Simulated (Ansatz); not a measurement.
SiO2, one structure, two calculations

Cell: a Materials Project structure (computed, not necessarily an observed phase), taken as it stands.

Space group I4_1/amd:1 (No. 141); a = 9.7907, c = 10.1144 Å.

| site | Wyckoff | site symmetry | x | y | z |
| --- | --- | --- | --- | --- | --- |
| Si | 16g | ..2 | 0.1589 | 0.3411 | 0.2500 |
| O9 | 16h | .m. | 0.0000 | 0.3159 | 0.2849 |
| O17 | 16f | .2. | 0.2500 | 0.2969 | 0.3750 |

One atom of each set is listed; the run and its k-mesh use a cell of 24 atoms with edges of 8.57, 8.57, 8.57 Å.

First run. Computed with Ansatz: DFT, PBE, plane waves and PAW, scalar-relativistic, 420 eV cutoff, Γ-centred 4×4×4 k-points, Fermi–Dirac smearing 0.02 eV.

```tsv
site	V_zz (10²¹ V/m²)	η
Si	0.95	0.94
O9	9.37	0.12
O17	9.57	0.12
```

Second run. The same atoms and settings, except that the functional is r2SCAN and the cutoff is 500 eV.

**Question.** Given the first result, estimate the second.

**Answer.** 

| site | V_zz | η | change of V_zz |
| --- | --- | --- | --- |
| Si | 0.93 | 0.94 | -0.02 |
| O9 | 9.24 | 0.11 | -0.13 |
| O17 | 9.47 | 0.12 | -0.10 |

The largest change of V_zz is on O9, from 9.37 to 9.24. In per cent, |V_zz| changes by -2 on Si, -1 on O (all sites that start above 0.5).

For the first run: The largest force is 0.3 eV/Å, so the atoms aren't at the calculated equilibrium and relaxing them would move these values.
